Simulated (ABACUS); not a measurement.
RbCl:

```
Rb Cl
1.0
     0.00000    3.27400    3.27400
     3.27400    0.00000    3.27400
     3.27400    3.27400    0.00000
Rb Cl
1 1
Direct
  0.00000 0.00000 0.00000
  0.50000 0.50000 0.50000
```

- Program: ABACUS 3.10.1
- Task: single point
- Functional: PBE
- Potentials or basis: PseudoDojo NC SR 0.4.1 PBE standard
- Cutoff: 789 eV
- Density cutoff: 3157 eV
- Basis: plane waves
- k mesh: 7 × 7 × 7
- Occupations: fermi-dirac, width 0.05 eV
- Spin: no spin polarisation

On this cell: pressure 1.1 GPa; largest force zero by symmetry; band gap on the k mesh 5.05 eV, direct.

The same run follows on a disturbed copy (atoms moved at random, drawn with an rms of 0.05 Å):

```xyz
2
Lattice="0.0000 3.2740 3.2740 3.2740 0.0000 3.2740 3.2740 3.2740 0.0000" Properties=species:S:1:pos:R:3 pbc="T T T"
Rb    0.0263   -0.0189   -0.0320
Cl    3.2846    3.2465    3.2184
```

Problem. What changes?

Solution. The energy moves by +0.3 meV/atom; pressure 1.1 GPa; largest force 0.040 eV/Å; band gap on the k mesh 5.05 eV, direct.

Forces in eV/Å, atoms in the order of the input:
```
Rb  -0.021 -0.012 -0.032
Cl   0.021  0.012  0.032
```

Caveats: an odd mesh through Γ misses points on the zone boundary, where band edges often lie.
